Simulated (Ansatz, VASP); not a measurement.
Two plane-wave programs on GaN

```
Ga N
1.0
     3.32227    0.00000    0.00000
    -1.66114    2.87717    0.00000
     0.00000    0.00000    5.41243
Ga N
2 2
Cartesian
  0.0000 1.9181 -0.0049
  1.6611 0.9591 2.7013
  0.0000 1.9181 2.0346
  1.6611 0.9591 4.7408
```

Alike in both runs: functional PBE; k mesh 12 × 12 × 6; occupations gaussian, width 0.02 eV; no spin polarisation.

Ansatz relaxed the structure, and its values are those at the end. VASP's run is a single point on that final structure, the one shown.

|  | VASP | Ansatz |
| --- | --- | --- |
| version | VASP 6.6.1 | Ansatz 0.2.0 |
| potentials or method | VASP PAW PBE potentials, release 64 (Ga_d, N) | scalar-relativistic, plane waves, PAW |
| plane-wave cutoff (eV) | 520 | 420 |
| valence electrons in the cell | 36 | 36 |

```tsv
	VASP	Ansatz	Ansatz less VASP
gap on the k mesh at the Fermi level (eV)	1.08	1.08	0.000
least direct gap on the mesh (eV)	1.08	1.08	0.000
pressure (GPa)	-13.0	-13.3	-0.28
rms of the force components (eV/Å)	0.005	0.006	+0.0003
```
